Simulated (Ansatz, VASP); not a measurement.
# One calculation of C, two programs

```
C
1.0
     2.49881    0.00000    0.00000
    -1.24941    2.16404    0.00000
     0.00000    0.00000    4.16084
C
4
Cartesian
  0.0000 0.0000 0.0013
  0.0000 0.0000 1.5591
  0.0000 1.4427 2.0817
  0.0000 1.4427 3.6395
```

Alike in both runs: functional PBEsol; k mesh 12 × 12 × 6; occupations gaussian, width 0.02 eV; no spin polarisation.

Ansatz relaxed the structure, and its values are those at the end. VASP's run is a single point on that final structure, the one shown.

|  | VASP | Ansatz |
| --- | --- | --- |
| version | VASP 6.6.1 | Ansatz 0.2.0 |
| potentials or method | VASP PAW PBE potentials, release 64 (C) | scalar-relativistic, plane waves, PAW |
| plane-wave cutoff (eV) | 520 | 420 |
| valence electrons in the cell | 16 | 16 |

VASP gave:

| Quantity | Value |
| --- | --- |
| gap on the k mesh at the Fermi level (eV) | 3.04 |
| least direct gap on the mesh (eV) | 4.92 |
| pressure (GPa) | 1.1 |

Task: What did Ansatz give for the same quantities?

Result: gap on the k mesh at the Fermi level (eV): 3.05; least direct gap on the mesh (eV): 4.93; pressure (GPa): 0.0.

Caveats: the PAW data sets were made with another functional, which shifts forces and pressure a little (VASP).
